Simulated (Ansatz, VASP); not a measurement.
# KMgF3 in VASP and in Ansatz

The input INCAR:

```
SYSTEM = KMgF3
PREC = Accurate ; ENCUT = 520
EDIFF = 1E-6 ; ISMEAR = 0
SIGMA = 0.05 ; LREAL = .FALSE.
LASPH = .TRUE. ; NELM = 100
ALGO = Fast ; ISIF = 2
LWAVE = .FALSE. ; LCHARG = .FALSE.
GGA = PS ; NBANDS = 24
```

The input KPOINTS:

```
regular mesh
0
G
  6 6 6
  0 0 0
```

POSCAR

```
KMgF3
1.0
    3.9859000000      0.0000000000      0.0000000000
    0.0000000000      3.9859000000      0.0000000000
    0.0000000000      0.0000000000      3.9859000000
K Mg F
1 1 3
Direct
    0.5000000000      0.4247346898      0.4623673449
    0.0000000000      0.0000000000      0.0000000000
    0.5000000000      0.0000000000      0.0000000000
    0.0000000000      0.5000000000      0.0000000000
    0.0000000000      0.0000000000      0.5000000000
```

Input for Ansatz:

```yaml
crystal:
  lattice:
    - [3.9859, 0.0, 0.0]
    - [0.0, 3.9859, 0.0]
    - [0.0, 0.0, 3.9859]
  atoms:
    - { symbol: K, position: [0.5, 0.4247346898, 0.4623673449] }
    - { symbol: Mg, position: [0.0, 0.0, 0.0] }
    - { symbol: F, position: [0.5, 0.0, 0.0] }
    - { symbol: F, position: [0.0, 0.5, 0.0] }
    - { symbol: F, position: [0.0, 0.0, 0.5] }
basis:
  ecutwfc: 420
kpoints:
  mp_grid: { grid: [6, 6, 6] }
hamiltonian:
  xc: pbesol
scf:
  occupations: { method: gaussian, width: 0.05 }
output:
  forces: true
  stress: true
  eigenvalues: true
```

Alike in both runs: task single point; functional PBEsol; k mesh 6 × 6 × 6; occupations gaussian, width 0.05 eV; no spin polarisation.

|  | VASP | Ansatz |
| --- | --- | --- |
| version | VASP 6.6.1 | Ansatz 0.2.0 |
| potentials or method | VASP PAW PBE potentials, release 64 (K_sv, Mg, F) | scalar-relativistic, plane waves, PAW |
| plane-wave cutoff (eV) | 520 | 420 |
| valence electrons in the cell | 32 | 40 |

Ansatz gave:

| Property | Result |
| --- | --- |
| gap on the k mesh at the Fermi level (eV) | 7.15 |
| least direct gap on the mesh (eV) | 7.48 |
| pressure (GPa) | 1.6 |
| largest component of the traceless stress (GPa) | 1.03 |
| rms of the force components (eV/Å) | 0.254 |

**Question.** Estimate VASP's values.

**Answer.** gap on the k mesh at the Fermi level (eV): 7.13; least direct gap on the mesh (eV): 7.46; pressure (GPa): 1.3; largest component of the traceless stress (GPa): 1.05; rms of the force components (eV/Å): 0.262.

Atom by atom the forces differ by 0.010 eV/Å (rms over components). The two sets of potentials don't hold the same shells in valence.

Caveats: the PAW data sets were made with another functional, which shifts forces and pressure a little (VASP). A k mesh can miss the band edges.
